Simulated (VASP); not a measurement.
# AlN: convergence, energy difference of two geometries

AlN, F-43m (no. 216), 2 atoms in the cell. PBE, energy difference of two geometries; PAW potentials Al, N (PBE set). VASP 6.6.1.

Wanted: energy difference within 0.5 meV/atom.

What the run is for: energy difference; Accuracy asked: standard; Second geometry: last atom moved by 0.04 A along z, cell strained by +1.5% along z.

The series start from Plane-wave cutoff (eV): 520; k-point mesh: 9 × 9 × 9; Precision mode (PREC): Accurate; Electronic threshold (eV): 1e-6; Aspherical gradient terms in the spheres (LASPH): yes; Electronic algorithm: ALGO=Normal. Each series keeps the choices made before it, and each single choice may use up half of a tolerance. Times cover all steps of a run.

## Plane-wave cutoff (eV)

| Plane-wave cutoff (eV) | Energy difference (meV/atom) | Time (s) |
|---|---|---|
| 320 | 2.69 | 12 |
| 400 | 3.19 | 15 |
| 460 | 3.48 | 22 |
| 520 | 3.49 | 23 |
| 600 | 3.49 | 36 |
| 700 | 3.47 | 40 |
| 840 (reference) | 3.45 | 48 |

Chosen: 460, the loosest value from which every tighter one stays within half of the tolerance.

## k-point mesh

| k-point mesh | Energy difference (meV/atom) | Time (s) |
|---|---|---|
| 3 × 3 × 3 | 3.19 | 5.1 |
| 4 × 4 × 4 | 3.49 | 6.6 |
| 5 × 5 × 5 | 3.34 | 7.6 |
| 6 × 6 × 6 | 3.51 | 11 |
| 7 × 7 × 7 | 3.49 | 13 |
| 9 × 9 × 9 | 3.48 | 22 |
| 11 × 11 × 11 | 3.44 | 34 |
| 14 × 14 × 14 | 3.44 | 62 |
| 17 × 17 × 17 (reference) | 3.43 | 128 |

Chosen: 3 × 3 × 3.

## Precision mode (PREC)

| Precision mode (PREC) | Energy difference (meV/atom) | Time (s) |
|---|---|---|
| Low | 3.12 | 3.3 |
| SingleN | 3.15 | 3.2 |
| Normal | 3.09 | 3.6 |
| Accurate (reference) | 3.19 | 5.1 |

Chosen: Low.

## Electronic threshold (eV)

| Electronic threshold (eV) | Energy difference (meV/atom) | Time (s) |
|---|---|---|
| 0.001 | 3.12 | 2.7 |
| 0.0001 | 3.12 | 3.1 |
| 1e-5 | 3.12 | 3.0 |
| 1e-6 | 3.12 | 3.3 |
| 1e-7 | 3.12 | 3.4 |
| 1e-8 (reference) | 3.12 | 3.6 |

Chosen: 0.001.

## Aspherical gradient terms in the spheres (LASPH)

| Aspherical gradient terms in the spheres (LASPH) | Energy difference (meV/atom) | Time (s) |
|---|---|---|
| no | 3.11 | 2.0 |
| yes (reference) | 3.12 | 2.7 |

Chosen: no.

## Electronic algorithm

| Electronic algorithm | Energy difference (meV/atom) | Time (s) |
|---|---|---|
| ALGO=Normal | 3.11 | 2.0 |
| ALGO=Fast | 3.07 | 2.0 |
| ALGO=VeryFast | 3.11 | 2.4 |
| ALGO=All ISEARCH=1 | 3.11 | 2.1 |
| ALGO=All ISEARCH=0 | 3.11 | 2.2 |
| ALGO=Damped TIME=0.4 | 2.87 | 2.3 |
| ALGO=Damped TIME=0.1 | 3.37 | 2.5 |

Chosen: ALGO=Normal; no other choice that stays within half of the tolerance saves 30 % of the time.

## All choices together

| Input | Energy difference (meV/atom) | Time (s) |
|---|---|---|
| the program's defaults (naive) | 3.67 | 3.2 |
| chosen settings | 3.11 | 2.0 |
| reference settings throughout | 3.45 | 307 |

The tolerance is met.

## The input

INCAR:
```
ALGO = Normal
EDIFF = 0.001
EFERMI = MIDGAP
ENCUT = 460
GGA = PE
GGA_COMPAT = False
ISIF = 2
ISMEAR = 0
LASPH = False
LCHARG = False
LREAL = False
LWAVE = False
NELM = 120
PREC = Low
SIGMA = 0.03
```

KPOINTS:
```
Automatic mesh
0
Gamma
  3 3 3
  0 0 0
```

POSCAR.step1:
```
AlN
1.0
    0.0000000000      2.1839935596      2.1839935596
    2.1839935596      0.0000000000      2.1839935596
    2.1839935596      2.1839935596      0.0000000000
Al N
1 1
Direct
    0.0000000000      0.0000000000      0.0000000000
    0.2500000000      0.2500000000      0.2500000000
```

POSCAR.step2:
```
AlN
1.0
    0.0000000000      2.1839935596      2.2167534630
    2.1839935596      0.0000000000      2.2167534630
    2.1839935596      2.1839935596      0.0000000000
Al N
1 1
Direct
    0.0000000000      0.0000000000      0.0000000000
    0.2591575400      0.2591575400      0.2408424600
```

Commands (each step's output is kept before the next begins):
```
cat potpaw_PBE.64/Al/POTCAR potpaw_PBE.64/N/POTCAR > POTCAR
cp POSCAR.step1 POSCAR
mpirun -np 1 vasp_std > vasp.out
cp POSCAR.step2 POSCAR
mpirun -np 1 vasp_std > vasp.out
```

The naive input happens to agree within the tolerance here, in 3.2 s.

The chosen input took VASP 6.6.1 2.0 s on 1 core (AMD EPYC 7R43 (Zen 3)), a shared host.

## An input that fails: cutoff far too low

It runs to its end, but against the unchanged starting input it is off by 7.83 meV/atom in the energy difference.

Changes against the starting input:
```
(all steps)
- NELM = 120
- ENCUT = 520
+ NELM = 65
+ ENCUT = 220
```
